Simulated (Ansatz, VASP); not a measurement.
## BN in VASP and in Ansatz

INCAR

```
SYSTEM = BN
PREC = Accurate ; ENCUT = 520
EDIFF = 1E-6 ; ISMEAR = 0
SIGMA = 0.01 ; LREAL = .False.
LASPH = .True. ; NELM = 80
ALGO = Normal ; ISIF = 2
LWAVE = .False. ; LCHARG = .True.
LELF = .True. ; LVHAR = .True.
NBANDS = 11
```

The input KPOINTS:

```
Automatic mesh
0
Gamma
  8 8 6
  0 0 0
```

Contents of POSCAR:

```
BN
1.0
    2.5080410000      0.0000000000      0.0000000000
   -1.2467110000      2.1762310000      0.0000000000
   -0.6306650000     -1.0881160000      3.0225400000
B N
1 1
Direct
    0.9796430000      0.9834990000      0.0018060000
    0.6685060000      0.3323850000      0.9849990000
```

Input for Ansatz:

```yaml
crystal:
  lattice:
    - [2.508041, 0.0, 0.0]
    - [-1.246711, 2.176231, 0.0]
    - [-0.630665, -1.088116, 3.02254]
  atoms:
    - { symbol: B, position: [0.979643, 0.983499, 0.001806] }
    - { symbol: "N", position: [0.668506, 0.332385, 0.984999] }
kpoints:
  mp_grid:
    grid: [8, 8, 6]
    shift: [0.0, 0.0, 0.0]
hamiltonian:
  xc: lda
scf:
  occupations:
    method: fixed
output:
  polarization:
    string_points: 10
```

The cell comes from a database or a generator and needn't be the stable form of this composition.

Alike in both runs: task single point; functional LDA; k mesh 8 × 8 × 6; no spin polarisation.

```csv
,VASP,Ansatz
version,VASP 6.6.1,Ansatz 0.2.0
potentials or method,"VASP PAW LDA potentials, release 64 (B, N)","plane waves, PAW"
plane-wave cutoff (eV),520,420
occupations,"gaussian, width 0.01 eV",fixed
valence electrons in the cell,8,8
```

Ansatz gave:

| Quantity | Value |
| --- | --- |
| gap on the k mesh at the Fermi level (eV) | 2.61 |

Q: Which values does VASP return?

A: gap on the k mesh at the Fermi level (eV): 2.59.

Caveats: forces of over 1 eV/Å show positions far from the minimum, so gaps and moduli don't describe the material at rest. A k mesh can miss the band edges. Expect the measured gap to be larger: semilocal functionals such as LDA lack the derivative discontinuity.
